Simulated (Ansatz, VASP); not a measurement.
One calculation of CdSe, two programs

The input INCAR:

```
PREC = Accurate
ENCUT = 520
EDIFF = 1E-7
ISMEAR = -1
SIGMA = 0.03
LREAL = F
LASPH = T
NELM = 80
ALGO = Normal
ISIF = 2
LWAVE = F
LCHARG = T
GGA = PE
LELF = T
LVHAR = T
NBANDS = 16
```

Contents of KPOINTS:

```
Automatic mesh
0
Gamma
  12 12 12
```

POSCAR

```
CdSe
1.0
    0.0000000000      2.9253396120      2.9253396120
    2.9253396120      0.0000000000      2.9253396120
    2.9253396120      2.9253396120      0.0000000000
Cd Se
1 1
Direct
    0.0000000000      0.0000000000      0.0000000000
    0.5000000000      0.5000000000      0.5000000000
```

Input for Ansatz:

```yaml
crystal:
  lattice:
    - [0.0, 2.925339612, 2.925339612]
    - [2.925339612, 0.0, 2.925339612]
    - [2.925339612, 2.925339612, 0.0]
  atoms:
    - { symbol: Cd, position: [0.0, 0.0, 0.0] }
    - { symbol: Se, position: [0.5, 0.5, 0.5] }
kpoints:
  mp_grid: { grid: [12, 12, 12] }
scf:
  occupations: { method: fermi_dirac, width: 0.03 }
hamiltonian:
  xc: pbe
  pseudopotentials: { kind: all_electron, lapw: { basis_error: 0.001 } }
output:
  forces: true
  stress: true
  eigenvalues: true
```

Change from the starting cell: volume scaled by 1.06.

Alike in both runs: task single point; functional PBE; k mesh 12 × 12 × 12; occupations fermi-dirac, width 0.03 eV; no spin polarisation.

```csv
,VASP,Ansatz
version,VASP 6.6.1,Ansatz 0.2.0
potentials or method,"VASP PAW PBE potentials, release 64 (Cd, Se)","all-electron LAPW, scalar-relativistic"
plane-wave cutoff (eV),520,see its input
```

Ansatz gave:

```
pressure (GPa) : -3.1
```

**Question.** Which values does VASP return?

**Answer.** Pressure (GPa): -2.8.

Ansatz ran all-electron here, so the differences hold the error of VASP's frozen core and of both bases.
